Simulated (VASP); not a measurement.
AlN, 4 atoms in the cell. Symmetry: P6_3mc, No. 186, hexagonal system. The conventional cell has a = 3.107 Å, b = 3.107 Å, c = 4.979 Å, α = 90.00°, β = 90.00°, γ = 120.00°. Al (site symmetry 3m) is surrounded by 4 N at 1.89 to 1.90 Å. Around N (site symmetry 3m) lie 4 Al at 1.89 to 1.90 Å. The cell was built by a generator and needn't be a form met in nature.

```yaml
Program: VASP 6.6.1
Task: single point
Functional: HSE06
Potentials_or_basis: VASP PAW PBE potentials, release 64 (Al, N)
Cutoff: 520 eV
k_mesh: 6 × 6 × 2
Occupations: gaussian, width 0.01 eV
Spin: no spin polarisation
Dipole_correction: no
Exchange_at_q_=_0: truncated
Grid_for_exact_exchange_PRECFOCK: Normal
Screening_parameter: 0.2079 1/A
Further_INCAR_settings: ALGO = Normal; EDIFF = 1e-06; NBANDS = 16
```

Potentials or basis: VASP PAW PBE potentials, release 64 (Al, N).

The run is started by

```console
$ cat potpaw_PBE.64/Al/POTCAR potpaw_PBE.64/N/POTCAR > POTCAR
$ cp INCAR.step1 INCAR
$ mpirun -np 1 vasp_std > vasp.out
$ cp INCAR.step2 INCAR
$ mpirun -np 1 vasp_std > vasp.out
```

Hardware: 1 thread of Intel(R) Xeon(R) 6975P-C (Granite Rapids) (shared host).

Problem. Estimate the wall time of this run.

Solution. It took 5.1 min on 1 thread of Intel(R) Xeon(R) 6975P-C (Granite Rapids), with other jobs on the host, peak memory 0.25 GiB. Counts: scf iterations 10, k points 14.
